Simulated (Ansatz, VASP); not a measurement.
**As: VASP beside Ansatz**

```
CELL_PARAMETERS angstrom
2.72930 0.00000 0.00000
0.00000 2.72930 0.00000
0.00000 0.00000 2.72930
ATOMIC_POSITIONS crystal
As 0.00000 0.00000 0.00000
```

This isn't the form of As at room conditions, which is rhombohedral.

Alike in both runs: task single point; functional PBE; k mesh 13 × 13 × 13; occupations fermi-dirac, width 0.03 eV; no spin polarisation.

|  | VASP | Ansatz |
| --- | --- | --- |
| version | VASP 6.6.1 | Ansatz 0.2.0 |
| potentials or method | VASP PAW PBE potentials, release 64 (As), cutoff 520 eV | all-electron LAPW, scalar-relativistic |

|  | VASP | Ansatz | Ansatz less VASP |
| --- | --- | --- | --- |
| pressure (GPa) | 0.2 | 0.0 | -0.15 |

Ansatz ran all-electron here, so the differences hold the error of VASP's frozen core and of both bases.
